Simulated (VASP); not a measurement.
# Ba (Im-3m) in VASP: further runs

One crystal, Ba, is run at these levels: PBEsol, RPBE; tasks: relaxation of cell and atoms.

Program: VASP 6.6.1. These are calculated values, not measurements. Logs are shortened: lines on timing, memory, paths and dates and some standing lists are left out, and cuts for length are marked.

## 1. The structure

It takes space group Im-3m (No. 229, cubic). The conventional cell has a = 5.025 Å, b = 5.025 Å, c = 5.025 Å, α = 90.00°, β = 90.00°, γ = 90.00°. Ba (site symmetry m-3m) is surrounded by 8 Ba at 4.35 Å.

## 2. Relaxation of cell and atoms, PBEsol

INCAR

```
SYSTEM = Ba
PREC = Accurate
ENCUT = 480
EDIFF = 1E-7
ISMEAR = 0
SIGMA = 0.1
LREAL = .FALSE.
LASPH = .TRUE.
NELM = 80
ALGO = Fast
ISIF = 3
LWAVE = .FALSE.
LCHARG = .FALSE.
GGA = PS
IBRION = 2
NSW = 90
EDIFFG = -0.005
```

KPOINTS

```
Automatic mesh
0
G
  12 12 12
  0 0 0
```

POSCAR

```
Ba
1.0
   -2.5125000000      2.5125000000      2.5125000000
    2.5125000000     -2.5125000000      2.5125000000
    2.5125000000      2.5125000000     -2.5125000000
Ba
1
Direct
    0.0000000000      0.0000000000      0.0000000000
```

Potentials or basis: VASP PAW PBE potentials, release 64 (Ba_sv).

Launch:

```bash
> cat potpaw_PBE.64/Ba_sv/POTCAR > POTCAR
> mpirun -np 1 vasp_std > vasp.out
```

OUTCAR:

```text
SYSTEM = Ba
   PREC = Accurate
   ENCUT = 480
   EDIFF = 1E-7
   ISMEAR = 0
   LREAL = .FALSE.
   LASPH = .TRUE.
   NELM = 80
   ISIF = 3
   GGA = PS
   IBRION = 2
   NSW = 90
   EDIFFG = -0.005

 ion  position               nearest neighbor table
   1  0.000  0.000  0.000-

  LATTYP: Found a body centered cubic cell.
 ALAT       =     5.0250000000

  Lattice vectors:

 A1 = (  -2.5125000000,   2.5125000000,   2.5125000000)
 A2 = (   2.5125000000,  -2.5125000000,   2.5125000000)
 A3 = (   2.5125000000,   2.5125000000,  -2.5125000000)

Analysis of symmetry for initial positions (statically):
=====================================================================
 Subroutine PRICEL returns:
 Original cell was already a primitive cell.

 Routine SETGRP: Setting up the symmetry group for a
 body centered cubic supercell.

 Subroutine GETGRP returns: Found 48 space group operations
 (whereof 48 operations were pure point group operations)
 out of a pool of 48 trial point group operations.

The static configuration has the point symmetry O_h .

Analysis of symmetry for dynamics (positions and initial velocities):
=====================================================================
 Subroutine PRICEL returns:
 Original cell was already a primitive cell.

 Routine SETGRP: Setting up the symmetry group for a
 body centered cubic supercell.

 Subroutine GETGRP returns: Found 48 space group operations
 (whereof 48 operations were pure point group operations)
 out of a pool of 48 trial point group operations.

The dynamic configuration has the point symmetry O_h .

 Subroutine INISYM returns: Found 48 space group operations
 (whereof 48 operations are pure point group operations),
 and found     1 'primitive' translations

----------------------------------------------------------------------------------------

                                     Primitive cell

  volume of cell :      63.4422

  direct lattice vectors                    reciprocal lattice vectors
    -2.512500000  2.512500000  2.512500000     0.000000000  0.199004975  0.199004975
     2.512500000 -2.512500000  2.512500000     0.199004975  0.000000000  0.199004975
     2.512500000  2.512500000 -2.512500000     0.199004975  0.199004975  0.000000000

  length of vectors
     4.351777654  4.351777654  4.351777654     0.281435535  0.281435535  0.281435535

[... 90 lines left out ...]
   NUPDOWN=      -1.0000    fix difference up-down
   EMIN   =  10.00;   EMAX   =-10.00  energy-range for DOS
   EFERMI =   0.00;   METHOD = LEGACY
   ISMEAR =     0;   SIGMA  =   0.10  broadening in eV -4-tet -1-fermi 0-gaus
   EFERMI_NEDOS =   21; number of points for ismear=-14 and -15
   IALGO  =     68    algorithm
   IMIX   =      4    mixing-type and parameters
     AMIX     =   0.40;   BMIX     =  1.00
     AMIX_MAG =   1.60;   BMIX_MAG =  1.00
  volume/ion in A,a.u.               =      63.44       428.13
  Fermi-wavevector in a.u.,A,eV,Ry     =   0.884332  1.671146 10.640347  0.782043
  Thomas-Fermi vector in A             =   2.005218
   LORBIT       =      0    0 simple, 1 ext, 2 COOP (PROOUT), +10 PAW based schemes
   GGA     = PS    functional components
   LHFCALC =     F    Hartree Fock is set to
   AEXX    =    0.0000 exact exchange contribution
   IVDW    =     0    specifies the selected vdW correction
   LEPSILON=     F    determine dielectric tensor
   LRPA    =     F    only Hartree local field effects (RPA)
 conjugate gradient relaxation of ions
 non-spin polarized calculation
 RMM-DIIS sequential band-by-band and
 Gauss-broadening in eV      SIGMA  =   0.10
  energy-cutoff  :      480.00
  volume of cell :       63.44
 maximum number of plane-waves:      1534
   NGX = 15   NGY = 15   NGZ = 15

--------------------------------------- Ionic step        1  -------------------------------------------

 number of electron      10.0000000 magnetization

 Free energy of the ion-electron system (eV)
  ---------------------------------------------------
  ext. energy  EPLUGINS =         0.00000000
  ---------------------------------------------------
  free energy    TOTEN  =        -2.14123317 eV

  energy without entropy =       -2.13491630  energy(sigma->0) =       -2.13807474

------------------------ aborting loop because EDIFF is reached ----------------------------------------

  FORCE on cell =-STRESS in cart. coord.  units (eV):
  Direction    XX          YY          ZZ          XY          YZ          ZX
  --------------------------------------------------------------------------------------
  -------------------------------------------------------------------------------------
  Total       -0.2611271     -0.2611271     -0.2611271      0.0000000      0.0000000     -0.0000000
  in kB       -6.5945362     -6.5945362     -6.5945362      0.0000000      0.0000000     -0.0000000
  external PRESSURE =      -6.5945362 kB  Pullay stress =       0.0000000 kB
[... 57 lines left out ...]
--------------------------------------- Ionic step        3  -------------------------------------------

 number of electron      10.0000000 magnetization

 Free energy of the ion-electron system (eV)
  ---------------------------------------------------
  ext. energy  EPLUGINS =         0.00000000
  ---------------------------------------------------
  free energy    TOTEN  =        -2.15194042 eV

  energy without entropy =       -2.14549076  energy(sigma->0) =       -2.14871559

 E-fermi :   1.7855     XC(G=0):  -7.7551

 val. band max:        1.7618719554   @ k =  -0.3333   0.3333   0.3333
 cond. band min:       1.8072305247   @ k =  -0.4167  -0.4167   0.1667
 fundamental gap:      0.0453585693
 Fermi energy:         1.7854521425

 k-point     1 :       0.0000    0.0000    0.0000
  band No.  band energies     occupation
      1     -26.9465      2.00000
      2     -11.8283      2.00000
      3     -11.8283      2.00000
      4     -11.8283      2.00000
      5      -1.0144      2.00000
      6       3.6824      0.00000
      7       3.6824      0.00000
      8       3.6824      0.00000
      9       5.2233      0.00000
[... 265 lines left out ...]
 k-point    24 :       0.4167    0.0833    0.0833
  band No.  band energies     occupation
      1     -26.8847      2.00000
      2     -12.3809      2.00000
      3     -12.0445      2.00000
      4     -11.8730      2.00000
      5       1.1315      2.00000
      6       2.3706      0.00000
      7       3.0884      0.00000
      8       5.3474      0.00000
      9       5.8651      0.00000

 [... further k-points ...]
[... 5 lines left out ...]
  --------------------------------------------------------------------------------------
  -------------------------------------------------------------------------------------
  Total        0.0046917      0.0046917      0.0046917      0.0000000      0.0000000      0.0000000
  in kB        0.1286355      0.1286355      0.1286355      0.0000000      0.0000000      0.0000000
  external PRESSURE =       0.1286355 kB  Pullay stress =       0.0000000 kB
[... 16 lines left out ...]
  FREE ENERGIE OF THE ION-ELECTRON SYSTEM (eV)
  ---------------------------------------------------
  free  energy   TOTEN  =        -2.1519404183 eV

  energy  without entropy=       -2.1454907624  energy(sigma->0) =       -2.14871559

 reached required accuracy - stopping structural energy minimisation
```

Run time: 59 s. Hardware: 1 thread of AMD EPYC 9R45 (Zen 5), shared host; peak memory 0.18 GiB.

What came out:

- Free energy: -2.1519 eV
- Relaxed volume: 58.44 Å³/atom
- Relaxed cell: a = 4.234 Å, b = 4.234 Å, c = 4.234 Å, α = 109.47°, β = 109.47°, γ = 109.47°
- Space group after relaxing (to 0.05 Å): Im-3m (No. 229)
- Energy gained by relaxing: 10.7 meV/atom
- Ionic steps: 3
- Pressure after relaxing: 0.0 GPa
- Band gap on the k mesh: none (metal or under the smearing width)

Step by step:
```csv
step,energy change (eV),largest force (eV/Å),pressure (GPa),volume (Å³)
1,0.0000,0.0000,-0.66,63.44
2,-0.0077,0.0000,-0.37,61.07
3,-0.0107,0.0000,0.01,58.44
```

Final structure:
```yaml
crystal:
  lattice:
    - [-2.44459, 2.44459, 2.44459]
    - [2.44459, -2.44459, 2.44459]
    - [2.44459, 2.44459, -2.44459]
  atoms:
    - { symbol: Ba, position: [0.00000, 0.00000, 0.00000] }
```

Levels at points of the mesh, in eV from the Fermi level:
| k point | band 3 | band 4 | band 5 | band 6 | band 7 | band 8 |
| --- | --- | --- | --- | --- | --- | --- |
| (0.00, 0.00, 0.00) | -13.61 | -13.61 | -2.80 | 1.90 | 1.90 | 1.90 |
| (0.50, 0.00, 0.00) | -13.80 | -13.62 | -0.95 | 0.66 | 1.50 | 3.42 |
| (0.50, 0.50, 0.50) | -14.02 | -14.02 | -0.65 | -0.65 | 4.72 | 4.72 |

Caveat: the PAW data sets were made with another functional, which shifts forces and pressure a little.

## 3. Relaxation of cell and atoms, RPBE

INCAR: that of step 2 with these lines changed.

```diff
@@ -2,3 +2,3 @@
 PREC = Accurate
-ENCUT = 480
+ENCUT = 600
 EDIFF = 1E-7
@@ -13,3 +13,3 @@
 LCHARG = .FALSE.
-GGA = PS
+GGA = RP
 IBRION = 2
```

KPOINTS is that of step 2.

POSCAR is that of step 2.

Potentials or basis: VASP PAW PBE potentials, release 64 (Ba_sv).

Launch:

```bash
> cat potpaw_PBE.64/Ba_sv/POTCAR > POTCAR
> mpirun -np 1 vasp_std > vasp.out
```

It took 2.2 min on 1 thread of AMD EPYC 9R45 (Zen 5), shared host; peak memory 0.21 GiB.

The run converged. Its results:

```yaml
Free_energy: -1.6909 eV
Relaxed_volume: 68.79 Å³/atom
Relaxed_cell: a = 4.471 Å, b = 4.471 Å, c = 4.471 Å, α = 109.47°, β = 109.47°, γ = 109.47°
Space_group_after_relaxing_to_0.05_Å: Im-3m (No. 229)
Energy_gained_by_relaxing: 11.2 meV/atom
Ionic_steps: 4
Pressure_after_relaxing: 0.0 GPa
Band_gap_on_the_k_mesh: none (metal or under the smearing width)
```

The path:
| step | energy change (eV) | largest force (eV/Å) | pressure (GPa) | volume (Å³) |
| --- | --- | --- | --- | --- |
| 1 | 0.0000 | 0.0000 | 0.71 | 63.44 |
| 2 | -0.0084 | 0.0000 | 0.34 | 66.04 |
| 3 | -0.0112 | 0.0000 | -0.04 | 69.11 |
| 4 | -0.0112 | 0.0000 | 0.00 | 68.79 |

Final structure:
```cif
data_structure
_symmetry_space_group_name_H-M 'P 1'
_symmetry_Int_Tables_number 1
_cell_length_a 4.4707
_cell_length_b 4.4707
_cell_length_c 4.4707
_cell_angle_alpha 109.471
_cell_angle_beta 109.471
_cell_angle_gamma 109.471
_cell_volume 68.79
loop_
_atom_site_label
_atom_site_type_symbol
_atom_site_fract_x
_atom_site_fract_y
_atom_site_fract_z
_atom_site_occupancy
Ba1 Ba 0.00000 0.00000 0.00000 1
```

Levels at points of the mesh, in eV from the Fermi level:
```csv
k point,band 1,band 2,band 3,band 4,band 5,band 6,band 7,band 8,band 9
"(0.00, 0.00, 0.00)",-29.08,-14.08,-14.08,-14.08,-2.68,1.77,1.77,1.77,3.03
"(0.50, 0.00, 0.00)",-29.05,-14.42,-14.19,-14.08,-0.82,0.73,0.98,2.98,3.51
"(0.50, 0.50, 0.50)",-29.03,-14.32,-14.32,-14.32,-0.43,-0.43,3.96,3.96,3.96
```

Caveat: the PAW data sets were made with another functional, which shifts forces and pressure a little.
